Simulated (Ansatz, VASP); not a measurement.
Two plane-wave programs on SnO

```
Sn O
1.0
     3.81370    0.00000    0.00000
     0.00000    3.81370    0.00000
     0.00000    0.00000    4.88691
Sn O
2 2
Direct
  0.50000 0.00000 0.76463
  0.00000 0.50000 0.23537
  0.00000 0.00000 0.00000
  0.50000 0.50000 0.00000
```

The cell is a database's computed one.

Alike in both runs: task single point; functional PBE; k mesh 7 × 7 × 6; occupations gaussian, width 0.03 eV; no spin polarisation.

```csv
,VASP,Ansatz
version,VASP 6.6.1,Ansatz 0.2.0
potentials or method,"VASP PAW PBE potentials, release 64 (Sn_d, O)",Ansatz PAW
plane-wave cutoff (eV),520,420
valence electrons in the cell,40,40
```

```csv
,VASP,Ansatz,Ansatz less VASP
gap on the k mesh at the Fermi level (eV),0.38,0.37,-0.013
least direct gap on the mesh (eV),2.05,2.07,+0.029
pressure (GPa),3.8,3.6,-0.23
largest component of the traceless stress (GPa),0.61,0.63,+0.019
rms of the force components (eV/Å),0.186,0.151,-0.0348
```

Atom by atom the forces differ by 0.035 eV/Å (rms over components).

Caveats: spin-orbit coupling is left out, which moves the levels of the heavy elements; an odd mesh through Γ misses points on the zone boundary, where band edges often lie (VASP); odd divisions of the mesh miss points on the zone boundary, where band edges often lie, so the gap on the mesh can be too wide (Ansatz); the pressure holds a Pulay correction of +0.5 GPa for the finite cutoff (Ansatz). PBE gaps usually lie below the measured ones, often by a third to a half.
